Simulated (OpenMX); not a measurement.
**Li2O under changes of volume**

One of the cells (8.399 Å³/atom); the others are scaled copies at fixed shape and fractional positions:

```
O Li
1.0
     0.00000    2.32685    2.32685
     2.32685    0.00000    2.32685
     2.32685    2.32685    0.00000
O Li
1 2
Direct
  0.00000 0.00000 0.00000
  0.25000 0.25000 0.25000
  0.75000 0.75000 0.75000
```

The cell comes from a database or a generator and needn't be the stable form of this composition.

| Property | Result |
| --- | --- |
| Program | OpenMX 3.8.5 |
| Functional | PBE |
| Potentials or basis | OpenMX 2013 PBE set, O6.0-s2p2, Li8.0-s3p1, fixed grid of 32 × 32 × 32 points |
| k mesh | 11 × 11 × 11 |
| Occupations | fermi-dirac, width 0.05 eV |
| Spin | no spin polarisation |

| volume (Å³/atom) | energy over the lowest point (meV/atom) | gap on the mesh (eV) |
| --- | --- | --- |
| 7.895 | 2.19 | 5.16 |
| 8.063 | 0.26 | 5.07 |
| 8.231 | 0.00 | 4.98 |
| 8.399 | ? | ? |
| 8.567 | 3.68 | 4.65 |
| 8.735 | 7.42 | 4.48 |
| 8.903 | 12.30 | 4.32 |

Problem. What does the run at 8.399 Å³/atom give?

Solution. Energy over the lowest point 1.17 meV/atom; gap on the mesh 4.82 eV.

Worked out: A Birch-Murnaghan fit of order 3 (a polynomial in V^(-2/3)) to the other rows has its minimum at 8.18 Å³/atom with B0 = V·E''(V) = 70 GPa and B' = 3.4. It gives 1.16 meV/atom at 8.399 Å³/atom, against the run's 1.17. A parabola through the other rows of the gap, of slope -7.26 eV per unit of ln V there, gives 4.82 eV, against the run's 4.82.

Energies are extrapolated to zero smearing.

Caveats: an odd mesh through Γ misses points on the zone boundary, where band edges often lie; the basis of atomic orbitals isn't converged, which shifts pressures, moduli and gaps.
